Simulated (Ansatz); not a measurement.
## How V stores the work of compression

All numbers below come from DFT PBE, scalar-relativistic, plane waves, PAW in Ansatz 0.2.0. Settings: 420 eV cutoff, 20×20×20 k-mesh, Gaussian smearing of 0.10 eV, no spin polarisation.

Starting point, cell and atoms relaxed:

```
CELL_PARAMETERS angstrom
-1.49859 1.49859 1.49859
1.49859 -1.49859 1.49859
1.49859 1.49859 -1.49859
ATOMIC_POSITIONS crystal
V 0.00000 0.00000 0.00000
```

Cell and atoms were relaxed at each target pressure within the start's symmetry (Im-3m), at zero temperature; other phases can be more stable under pressure. H = E + PV with P the target; E is the free energy at the smearing used, whose derivative the pressure is, per atom and counted from zero pressure. The mesh named is that at zero pressure; some other pressures ran on another.

| P (GPa) | V (Å³/atom) | E − E0 (meV) | H − H0 (meV) |
| --- | --- | --- | --- |
| 0 | 13.462 | 0.0 | 0.0 |
| 1 | 13.391 | 0.2 | 83.8 |
| 4 | 13.178 | 3.5 | 332.5 |
| 12 | 12.693 | 27.4 | 978.1 |
| 25 | 12.044 | 101.3 | 1980.6 |
| 50 | 11.105 | 316.8 | 3782.6 |
| 90 | 10.069 | 762.0 | 6417.9 |

Q: Thermodynamics gives dH/dP = V along a relaxed path. Integrate V over P by the trapezoid rule and compare with the computed enthalpies.

A: With 1 eV/Å³ = 160.22 GPa, each step adds the mean volume times ΔP / 160.22:
| P (GPa) | ∫V dP (meV) | H − H0 (meV) | difference (meV) |
| --- | --- | --- | --- |
| 1 | 83.8 | 83.8 | 0.0 |
| 4 | 332.5 | 332.5 | 0.1 |
| 12 | 978.4 | 978.1 | 0.4 |
| 25 | 1982.0 | 1980.6 | 1.4 |
| 50 | 3788.1 | 3782.6 | 5.5 |
| 90 | 6431.3 | 6417.9 | 13.4 |

V(P) curves upward, so the trapezoid rule runs high; integrating a smooth curve through the same points puts that excess at about 14.2 meV at 90 GPa, against the 13.4 meV found.

Q: At 90 GPa, how much of the enthalpy change is stored energy and how much is the PV term?

A: E rises by 762 meV/atom and PV is 90 × 10.069 / 160.22 = 5656 meV/atom, so PV makes 88 % of ΔH. So between rival structures at high pressure a small difference in volume can outweigh the difference in energy: 1 % of this volume is worth 56.6 meV/atom at this pressure.

Q: What bulk modulus do the lowest pressures give?

A: From the pressures that the runs reached, -0.93 GPa (13.529 Å³) and 0.95 GPa (13.391 Å³), B = −ΔP/Δln V = 1.88 / 0.0103 = 183 GPa, a mean over that range.